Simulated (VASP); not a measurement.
# Be16C7 (a cell with a defect): single point with PBE

Be16C7 (a cell with a defect):

```
CELL_PARAMETERS angstrom
0.00000 4.38879 4.38879
4.38879 0.00000 4.38879
4.38879 4.38879 0.00000
ATOMIC_POSITIONS crystal
Be 0.12573 0.12349 0.12541
Be 0.38240 0.37149 0.37318
Be 0.12681 0.11795 0.62771
Be 0.37486 0.37342 0.87587
Be 0.12707 0.62541 0.12016
Be 0.37498 0.87389 0.37537
Be 0.12684 0.62574 0.62757
Be 0.37487 0.87373 0.87600
Be 0.62457 0.12334 0.12552
Be 0.87234 0.37113 0.37372
Be 0.62448 0.12321 0.62687
Be 0.87229 0.37132 0.88289
Be 0.62477 0.62481 0.12533
Be 0.87261 0.88075 0.37343
Be 0.61890 0.62555 0.62786
Be 0.87468 0.87375 0.87595
C 0.99990 0.99860 0.00083
C 0.99995 0.99864 0.50083
C 0.99986 0.49867 0.00078
C 0.49987 0.99870 0.00079
C 0.49983 0.99876 0.50079
C 0.49990 0.49868 0.00077
C 0.49987 0.49870 0.50081
```

```yaml
Program: VASP 6.6.1
Task: single point
Functional: PBE
Potentials_or_basis: VASP PAW PBE potentials, release 64 (Be, C)
Cutoff: 520 eV
k_mesh: 3 × 3 × 3
Occupations: gaussian, width 0.1 eV
Spin: no spin polarisation
Dipole_correction: no
Further_INCAR_settings: LREAL = Auto; ALGO = Fast; EDIFF = 1e-06; NBANDS = 47
```

The pressure is -6.3 GPa and the largest force is 0.016 eV/Å. The band gap on the k mesh is none (metal or under the smearing width).

Forces on the atoms (eV/Å):
```
Be   0.008 -0.005 -0.004
Be   0.006 -0.009 -0.012
Be   0.007 -0.011  0.010
Be   0.006 -0.003  0.008
Be   0.011 -0.002 -0.008
Be   0.010  0.007 -0.004
Be  -0.007 -0.007 -0.004
Be  -0.005 -0.007  0.005
Be   0.007  0.003  0.007
Be   0.003  0.002  0.013
Be  -0.004 -0.006  0.013
Be  -0.003 -0.003  0.012
Be  -0.006  0.004 -0.011
Be  -0.002  0.003 -0.002
Be  -0.007  0.006  0.014
Be  -0.006  0.003  0.009
C   -0.004  0.004 -0.005
C   -0.002  0.002 -0.009
C   -0.001  0.006 -0.002
C   -0.003  0.003 -0.007
C   -0.006  0.007 -0.011
C   -0.002  0.000 -0.006
C    0.001  0.003 -0.005
```

Stress tensor (GPa, compression positive):
```
-6.35 -0.01 -0.02
-0.01 -6.40  0.02
-0.02  0.02 -6.25
```

Levels at points of the mesh, in eV from the Fermi level:
```
           k point  band 27  band 28  band 29  band 30  band 31  band 32  band 33  band 34
(0.00, 0.00, 0.00)    -1.80    -1.80    -1.79     0.29     0.29     0.99     2.96     2.96
```

Wall time 6.5 min on 1 thread of Intel(R) Xeon(R) Platinum 8259CL CPU @ 2.50GHz (Skylake/Cascade Lake), with other jobs on the host, peak memory 0.35 GiB.

Caveat: the k mesh is coarse (spacing up to 0.41 Å⁻¹), so the values aren't converged.
